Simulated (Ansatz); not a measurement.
This cell of CsBr (CsCl type) is off equilibrium:

```yaml
crystal:
  lattice:
    - [8.77795, 0.00000, 0.00000]
    - [4.38897, 4.38897, 0.00000]
    - [4.38897, 0.00000, 4.38897]
  atoms:
    - { symbol: Cs, position: [0.98291, 0.00000, 0.03418] }
    - { symbol: Cs, position: [0.51709, 0.00000, 0.96582] }
    - { symbol: Br, position: [0.75000, 0.50000, 0.50000] }
    - { symbol: Br, position: [0.25000, 0.50000, 0.50000] }
```

Level of theory: PBE (plane waves to 420 eV, PAW, scalar-relativistic; Ansatz, a quantum-chemistry and plane-wave program). k mesh 8×8×8 (Γ-centred), Fermi-Dirac smearing 0.05 eV. Stress and pressure are positive under compression. CsBr was relaxed with its symmetry unable to fall.

### Question
Predict the force on every atom, in eV/Å.

### Answer
| atom | Fx | Fy | Fz |
|---|---|---|---|
| Cs1 | 0.000 | 0.000 | -0.199 |
| Cs2 | 0.000 | 0.000 | 0.199 |
| Br3 | 0.000 | 0.000 | 0.000 |
| Br4 | 0.000 | 0.000 | 0.000 |

(A displaced cell: forces are minus the slopes of the energy, force constants its curvatures, and phonons follow from these.)
